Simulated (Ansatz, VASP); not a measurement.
Two plane-wave programs on AlN

The input INCAR:

```
SYSTEM = AlN
PREC = Accurate
ENCUT = 520
EDIFF = 1E-6
ISMEAR = 0
SIGMA = 0.05
LREAL = .False.
LASPH = .True.
NELM = 100
ALGO = Normal
ISIF = 2
LWAVE = .False.
LCHARG = .False.
GGA = PE
NBANDS = 11
```

File KPOINTS:

```
Automatic mesh
0
Gamma
  10 10 10
  0 0 0
```

Contents of POSCAR:

```
AlN
1.0
    0.0000000000      2.1839935596      2.1839935596
    2.1839935596      0.0000000000      2.1839935596
    2.1839935596      2.1839935596      0.0000000000
Al N
1 1
Direct
    0.0231310886      0.0231310886      0.0231310886
    0.7500000000      0.7500000000      0.7500000000
```

Input for Ansatz:

```yaml
crystal:
  lattice:
    - [0.0, 2.1839935596, 2.1839935596]
    - [2.1839935596, 0.0, 2.1839935596]
    - [2.1839935596, 2.1839935596, 0.0]
  atoms:
    - { symbol: Al, position: [0.0231310886, 0.0231310886, 0.0231310886] }
    - { symbol: "N", position: [0.75, 0.75, 0.75] }
basis:
  ecutwfc: 420
kpoints:
  mp_grid: { grid: [10, 10, 10] }
hamiltonian:
  xc: pbe
scf:
  occupations: { method: gaussian, width: 0.05 }
output:
  forces: true
  stress: true
  eigenvalues: true
```

Change from the starting cell: all Al atoms moved +0.175 Å, as atom 1 along Cartesian [1 1 1].

Alike in both runs: task single point; functional PBE; k mesh 10 × 10 × 10; occupations gaussian, width 0.05 eV; no spin polarisation.

|  | VASP | Ansatz |
| --- | --- | --- |
| version | VASP 6.6.1 | Ansatz 0.2.0 |
| potentials or method | VASP PAW PBE potentials, release 64 (Al, N) | scalar-relativistic, plane waves, PAW |
| plane-wave cutoff (eV) | 520 | 420 |
| valence electrons in the cell | 8 | 8 |

VASP gave:

| Property | Result |
| --- | --- |
| gap on the k mesh at the Fermi level (eV) | 2.80 |
| least direct gap on the mesh (eV) | 3.62 |
| pressure (GPa) | 7.5 |
| largest component of the traceless stress (GPa) | 4.83 |
| rms of the force components (eV/Å) | 0.955 |

Task: Estimate Ansatz's values.

Result: gap on the k mesh at the Fermi level (eV): 2.81; least direct gap on the mesh (eV): 3.61; pressure (GPa): 7.7; largest component of the traceless stress (GPa): 4.82; rms of the force components (eV/Å): 0.954.

Atom by atom the forces differ by 0.002 eV/Å (rms over components).

Caveats: forces of over 1 eV/Å show positions far from the minimum, so gaps and moduli don't describe the material at rest. A k mesh can miss the band edges.
